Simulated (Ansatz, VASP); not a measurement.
**Two plane-wave programs on Cu**

```
Cu
1.0
     0.00000    1.82500    1.82500
     1.82500    0.00000    1.82500
     1.82500    1.82500    0.00000
Cu
1
Direct
  0.00000 0.00000 0.00000
```

Alike in both runs: task relaxation of cell and atoms; functional LDA; k mesh 10 × 10 × 10; occupations gaussian, width 0.1 eV; no spin polarisation.

|  | VASP | Ansatz |
| --- | --- | --- |
| version | VASP 6.6.1 | Ansatz 0.2.0 |
| potentials or method | VASP PAW LDA potentials, release 64 (Cu) | scalar-relativistic, plane waves, PAW |
| plane-wave cutoff (eV) | 600 | 420 |
| valence electrons in the cell | 11 | 19 |

|  | VASP | Ansatz | Ansatz less VASP |
| --- | --- | --- | --- |
| gap on the k mesh at the Fermi level, each at its own relaxed structure (eV) | none | none | - |
| relaxed volume (Å³/atom) | 10.95 | 10.90 | -0.046 |
| relaxed cell length with the largest relative difference (Å) | 2.492 | 2.489 | -0.0035 |
| energy change over the relaxation (meV/atom) | -62 | -69 | -6.9 |

A gap of «none» marks a metal or a gap that the smearing closes. The two sets of potentials don't hold the same shells in valence. Ansatz warned: «pseudo_functional_mismatch».

 Zero-point motion and thermal expansion aren't in these numbers. LDA usually gives volumes a few per cent too small.
